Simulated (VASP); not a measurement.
# N (P2_13) in VASP: equation of state, part 2 of 2

VASP 6.6.1. The steps go on from the part before.

## (5) Equation of state, PBE, 25.07 Å³/atom (volume scaled by 1.02)

File INCAR:

```
ALGO     = Normal         # electronic algorithm
EDIFF    = 1E-7           # SCF threshold, eV
ENCUT    = 520            # plane-wave cutoff, eV
GGA      = PE             # functional
ISIF     = 2              # what is computed and relaxed
ISMEAR   = -1             # smearing method
LASPH    = T              # aspherical terms in the spheres
LCHARG   = F              # write CHGCAR
LREAL    = F              # projectors in reciprocal space
LWAVE    = F              # write WAVECAR
NBANDS   = 30             # bands
NELM     = 80             # most SCF steps
PREC     = Accurate       # precision mode
SIGMA    = 0.05           # smearing width, eV
```

File KPOINTS:

```
k-points
0
Gamma
  5 5 5
```

File POSCAR:

```
N
1.0
    5.8536134498      0.0000000000      0.0000000000
    0.0000000000      5.8536134498      0.0000000000
    0.0000000000      0.0000000000      5.8536134498
N
8
Direct
    0.0458611400      0.4541388600      0.5458611400
    0.4541388600      0.5458611400      0.0458611400
    0.5458611400      0.0458611400      0.4541388600
    0.9541388600      0.9541388600      0.9541388600
    0.9360985600      0.5639014400      0.4360985600
    0.5639014400      0.4360985600      0.9360985600
    0.4360985600      0.9360985600      0.5639014400
    0.0639014400      0.0639014400      0.0639014400
```

Potentials or basis: VASP PAW PBE potentials, release 64 (N).

Started as:

```console
$ cat potpaw_PBE.64/N/POTCAR > POTCAR
$ mpirun -np 1 vasp_std > vasp.out
```

OUTCAR:

```text
EDIFF = 1E-7
   ENCUT = 520
   GGA = PE
   ISIF = 2
   ISMEAR = -1
   LASPH = T
   LREAL = F
   NELM = 80
   PREC = Accurate

 ion  position               nearest neighbor table
   1  0.046  0.454  0.546-   5 1.11
   2  0.454  0.546  0.046-   6 1.11
   3  0.546  0.046  0.454-   7 1.11
   4  0.954  0.954  0.954-   8 1.11
   5  0.936  0.564  0.436-   1 1.11
   6  0.564  0.436  0.936-   2 1.11
   7  0.436  0.936  0.564-   3 1.11
   8  0.064  0.064  0.064-   4 1.11

  LATTYP: Found a simple cubic cell.
 ALAT       =     5.8536134498

  Lattice vectors:

 A1 = (   5.8536134498,   0.0000000000,   0.0000000000)
 A2 = (   0.0000000000,   5.8536134498,   0.0000000000)
 A3 = (   0.0000000000,   0.0000000000,   5.8536134498)

Analysis of symmetry for initial positions (statically):
[... 174 lines left out ...]
 E-fermi :  -5.6851     XC(G=0):  -6.0789

 val. band max:       -6.9104778962   @ k =   0.4000   0.0000   0.0000
 cond. band min:       0.4609230319   @ k =   0.0000   0.0000   0.0000
 fundamental gap:      7.3714009281
 Fermi energy:        -5.6851236689

 k-point     1 :       0.0000    0.0000    0.0000
  band No.  band energies     occupation
      1     -25.0673      2.00000
      2     -25.0294      2.00000
      3     -25.0294      2.00000
      4     -25.0294      2.00000
      5     -10.4774      2.00000
      6     -10.4774      2.00000
[... 352 lines left out ...]
     29       4.9522      0.00000
     30       5.3208      0.00000

------------------------ aborting loop because EDIFF is reached ----------------------------------------

  FORCE on cell =-STRESS in cart. coord.  units (eV):
  Direction    XX          YY          ZZ          XY          YZ          ZX
  --------------------------------------------------------------------------------------
  -------------------------------------------------------------------------------------
  Total        0.0394753      0.0394753      0.0394753      0.0000000      0.0000000      0.0000000
  in kB        0.3153294      0.3153294      0.3153294      0.0000000      0.0000000      0.0000000
  external PRESSURE =       0.3153294 kB  Pullay stress =       0.0000000 kB

 VOLUME and BASIS-vectors are now :
 -----------------------------------------------------------------------------
  energy-cutoff  :      520.00
  volume of cell :      200.57
      direct lattice vectors                 reciprocal lattice vectors
     5.853613450  0.000000000  0.000000000     0.170834649  0.000000000  0.000000000
     0.000000000  5.853613450  0.000000000     0.000000000  0.170834649  0.000000000
     0.000000000  0.000000000  5.853613450     0.000000000  0.000000000  0.170834649

 POSITION                                       TOTAL-FORCE (eV/Angst)
 -----------------------------------------------------------------------------------
      0.26845      2.65835      3.19526        -0.006340      0.006340     -0.006340
      2.65835      3.19526      0.26845         0.006340     -0.006340     -0.006340
      3.19526      0.26845      2.65835        -0.006340     -0.006340      0.006340
      5.58516      5.58516      5.58516         0.006340      0.006340      0.006340
      5.47956      3.30086      2.55275         0.015013     -0.015013      0.015013
      3.30086      2.55275      5.47956        -0.015013      0.015013      0.015013
      2.55275      5.47956      3.30086         0.015013      0.015013     -0.015013
      0.37405      0.37405      0.37405        -0.015013     -0.015013     -0.015013
 -----------------------------------------------------------------------------------
    total drift:                               -0.000000     -0.000000      0.000000

  FREE ENERGIE OF THE ION-ELECTRON SYSTEM (eV)
  ---------------------------------------------------
  free  energy   TOTEN  =       -66.6909443965 eV

  energy  without entropy=      -66.6909443965  energy(sigma->0) =      -66.69094440
```

It took 60 s on 1 thread of Intel Xeon Platinum 8488C (Sapphire Rapids), shared host; peak memory 0.32 GiB.

Results:

```
Free energy            : -66.6909 eV
Pressure               : 0.0 GPa
Largest force          : 0.026 eV/Å
Band gap on the k mesh : 7.37 eV, indirect (least direct gap 7.39 eV)
```

Caveat: the standard files for N, O and F lose accuracy on very short bonds; an odd mesh through Γ misses points on the zone boundary, where band edges often lie.

## (6) Equation of state, PBE, 25.56 Å³/atom (volume scaled by 1.04)

File INCAR:

```
SYSTEM = N
ALGO = Normal ; EDIFF = 1E-7
ENCUT = 520 ; GGA = PE
ISIF = 2 ; ISMEAR = -1
LASPH = .TRUE. ; LCHARG = .FALSE.
LREAL = .FALSE. ; LWAVE = .FALSE.
NBANDS = 30 ; NELM = 60
PREC = Accurate ; SIGMA = 0.05
```

File KPOINTS:

```
k-points
0
G
  5 5 5
  0 0 0
```

Changes to POSCAR since step 5:

```diff
@@ -2,5 +2,5 @@
 1.0
-    5.8536134498      0.0000000000      0.0000000000
-    0.0000000000      5.8536134498      0.0000000000
-    0.0000000000      0.0000000000      5.8536134498
+    5.8916249918      0.0000000000      0.0000000000
+    0.0000000000      5.8916249918      0.0000000000
+    0.0000000000      0.0000000000      5.8916249918
 N
```

Potentials or basis: VASP PAW PBE potentials, release 64 (N).

Started as:

```console
$ cat potpaw_PBE.64/N/POTCAR > POTCAR
$ mpirun -np 1 vasp_std > vasp.out
```

Run time: 56 s. Hardware: 1 thread of Intel Xeon Platinum 8488C (Sapphire Rapids), shared host; peak memory 0.32 GiB.

It converged, with:

| Quantity | Value |
| --- | --- |
| Free energy | -66.6805 eV |
| Pressure | -1.2 GPa |
| Largest force | 1.083 eV/Å |
| Band gap on the k mesh | 7.32 eV, indirect (least direct gap 7.33 eV) |

Caveat: the standard files for N, O and F lose accuracy on very short bonds; an odd mesh through Γ misses points on the zone boundary, where band edges often lie; forces of over 1 eV/Å show positions far from the minimum, so gaps and moduli don't describe the material at rest.

## (7) Equation of state, PBE, 26.05 Å³/atom (volume scaled by 1.06)

File INCAR:

```
ALGO = Normal
EDIFF = 1E-7
ENCUT = 520
GGA = PE
ISIF = 2
ISMEAR = -1
LASPH = True
LCHARG = False
LREAL = False
LWAVE = False
NBANDS = 30
NELM = 60
PREC = Accurate
SIGMA = 0.05
```

File KPOINTS:

```
k-points
0
Gamma
  5 5 5
```

Changes to POSCAR since step 6:

```diff
@@ -2,5 +2,5 @@
 1.0
-    5.8916249918      0.0000000000      0.0000000000
-    0.0000000000      5.8916249918      0.0000000000
-    0.0000000000      0.0000000000      5.8916249918
+    5.9291522774      0.0000000000      0.0000000000
+    0.0000000000      5.9291522774      0.0000000000
+    0.0000000000      0.0000000000      5.9291522774
 N
```

Started as:

```console
$ cat potpaw_PBE.64/N/POTCAR > POTCAR
$ mpirun -np 1 vasp_std > vasp.out
```

It took 58 s on 1 thread of Intel Xeon Platinum 8488C (Sapphire Rapids), shared host; peak memory 0.32 GiB.

Results (log left out):

```yaml
Free_energy: -66.6403 eV
Pressure: -2.4 GPa
Largest_force: 2.070 eV/Å
Band_gap_on_the_k_mesh: 7.26 eV, indirect (least direct gap 7.28 eV)
```

Caveat: the standard files for N, O and F lose accuracy on very short bonds; an odd mesh through Γ misses points on the zone boundary, where band edges often lie; forces of over 1 eV/Å show positions far from the minimum, so gaps and moduli don't describe the material at rest.

## (8) Equation of state, PBE

Potentials or basis: VASP PAW PBE potentials, release 64 (N).

No new run: the results of the series are fitted here.

What came out:

```
Equilibrium volume                        : 25.16 Å³/atom
Bulk modulus at fixed shape and positions : 67 GPa
Pressure derivative of the bulk modulus   : 3.8
```

Energy against volume, from the lowest point:
| volume (Å³/atom) | energy (meV/atom) |
| --- | --- |
| 23.105 | 40.22 |
| 23.597 | 22.44 |
| 24.088 | 10.16 |
| 24.580 | 2.81 |
| 25.072 | 0.00 |
| 25.563 | 1.30 |
| 26.055 | 6.33 |

Caveat: the standard files for N, O and F lose accuracy on very short bonds; the cell was scaled at fixed shape and fractional positions, which overstates the stiffness of a crystal with free parameters, most of all of layers and chains.
